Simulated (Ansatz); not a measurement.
## BAs: the change of pressure with volume per atom

All results are calculated (Ansatz 0.2.0). Periodic Kohn-Sham DFT of a crystal at fixed atoms; pressure and stress are positive in compression; the energy is the free energy less that of spherical unpolarised free atoms; site moments are those in the method's own spheres, positive along +z.

Cell of the first row (space group F-43m, No. 216):
```
CELL_PARAMETERS angstrom
0.00000 2.35620 2.35620
2.35620 0.00000 2.35620
2.35620 2.35620 0.00000
ATOMIC_POSITIONS crystal
B 0.00000 0.00000 0.00000
As 0.75000 0.75000 0.75000
```

Settings of every row: method frozen-core PAW; functional PBE; relativity scalar; k mesh 13x13x13; filling fermi-dirac; smearing width 0.05 eV; wave cutoff 420 eV; paw set soft_2.

Atom start moment: 0 on all atoms.

```csv
row,volume per atom (Å³),pressure (GPa)
1,13.081,9.094
2,13.354,5.773
3,13.626,2.77
4,13.899,?
5,14.171,-2.4
```

Question: what pressure should row 4 give?

Worked fit of pressure. Take u = (V_r/V)^(2/3) − 1 with V_r = 13.49 Å³ an atom, which is twice the finite (Eulerian) strain; such expansions in the strain, on which the Birch-Murnaghan equation of state is built, carry the rest volume and the bulk modulus. The shown rows have u = 0.02074, 0.00678, -0.00667, -0.0323. Least squares give pressure = 4.2344 + 223.023 × u + 545.43 × u² GPa; a straight line predicts inner rows, each left out in turn, worse (root mean square 0.24 against 0.0029 GPa). The rows lie off it by -0.001, 0.001, -0.001, 0.000. The pressure vanishes at u = -0.0200, or V = 13.9 Å³ an atom, and there the bulk modulus at fixed shape and fractions is B = −V dP/dV = (2/3)(1 + u) dP/du = 131 GPa. The withheld row has u = -0.01972, so the fit gives 4.2344 + 223.023 × (-0.01972) + 545.43 × (-0.01972)² = 0.048 GPa.

The calculation gave 0.055 GPa. The fit lies 0.007 GPa (13 % of the value, 0.061 % of the column's range) below it; its largest miss of a shown row is 0.001 GPa.
